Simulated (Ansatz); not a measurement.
Free-standing chains of the atoms of LiCl, named by their start (strip: triangular double chain, ladder: square double chain); atoms and period are relaxed, and energies count from relaxed bulk LiCl (Fm-3m, 16.70 Å³/atom, gap on the mesh 7.29 eV).

Computed with DFT r2SCAN, scalar-relativistic, plane waves, PAW in Ansatz.

Plane waves to 500 eV, a k mesh through Γ of 1×1×14 on the computed 4-atom cell and Gaussian smearing (0.05 eV); collinear spin from starting moments 0.5 0.5 0.5 0.5 μB.

Start (ladder chain):

```xyz
4
Lattice="11.4000 0.0000 0.0000 0.0000 9.3000 0.0000 0.0000 0.0000 4.6012" Properties=species:S:1:pos:R:3 pbc="T T T"
Li    4.4922    4.6500    0.0000
Cl    4.4922    4.6500    2.3006
Cl    6.9078    4.6500    0.0000
Li    6.9078    4.6500    2.3006
```

**Question.** What does the relaxation give?

**Answer.** The free energy falls by 54 meV/atom.

* excess energy (eV per host atom): 0.239
* period (Å): 4.433
* gap on the mesh (eV): 6.85
* size of the moment (μB per cell): 0.00

Relaxed structure:
```yaml
crystal:
  lattice:
    - [11.40000, 0.00000, 0.00000]
    - [0.00000, 9.30000, 0.00000]
    - [0.00000, 0.00000, 4.43294]
  atoms:
    - { symbol: Li, position: [0.41895, 0.50000, 0.00000] }
    - { symbol: Cl, position: [0.37542, 0.50000, 0.50000] }
    - { symbol: Cl, position: [0.62458, 0.50000, 0.00000] }
    - { symbol: Li, position: [0.58105, 0.50000, 0.50000] }
```

Each run keeps its start's symmetry and one magnetic start, so lower states can exist.

Time: 3.3 min on 2 threads of Intel(R) Xeon(R) Platinum 8259CL CPU @ 2.50GHz (Skylake/Cascade Lake) (shared host), peak memory 1.8 GiB.